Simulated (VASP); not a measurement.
Here is a VASP 6.6.1 calculation.

INCAR

```
SYSTEM = MgS
ALGO     = Fast           ! electronic algorithm
EDIFF    = 1E-6           ! SCF threshold, eV
ENCUT    = 520            ! plane-wave cutoff, eV
GGA      = PS             ! functional
ISIF     = 2              ! what is computed and relaxed
ISMEAR   = 0              ! smearing method
LASPH    = .TRUE.         ! aspherical terms in the spheres
LCHARG   = .FALSE.        ! write CHGCAR
LREAL    = .FALSE.        ! projectors in reciprocal space
LWAVE    = .FALSE.        ! write WAVECAR
NBANDS   = 16             ! bands
NELM     = 100            ! most SCF steps
PREC     = Accurate       ! precision mode
SIGMA    = 0.05           ! smearing width, eV
```

Contents of KPOINTS:

```
k-points
0
G
  6 6 4
  0 0 0
```

Contents of POSCAR:

```
MgS
1.0
    4.0346224068      0.0000000000      0.0000000000
   -2.0173112034      3.4940854990      0.0000000000
    0.0000000000      0.0000000000      6.4322941800
Mg S
2 2
Direct
    0.6666666667      0.3333333333      0.4724350211
    0.3333333333      0.6666666667      0.9724350211
    0.3333333333      0.6666666667      0.3792441500
    0.6666666667      0.3333333333      0.8792441500
```

Potentials or basis: VASP PAW PBE potentials, release 64 (Mg, S).

Run with:

```console
$ cat potpaw_PBE.64/Mg/POTCAR potpaw_PBE.64/S/POTCAR > POTCAR
$ mpirun -np 1 vasp_std > vasp.out
```

Estimate the largest force.

0.540 eV/Å.

Predict the pressure.

-0.1 GPa.

What does it give for the band gap on the k mesh?

3.06 eV, direct.

Stress tensor (GPa, compression positive):
```
 1.61  0.00  0.00
 0.00  1.61  0.00
 0.00  0.00 -3.44
```

Caveat: the PAW data sets were made with another functional, which shifts forces and pressure a little.
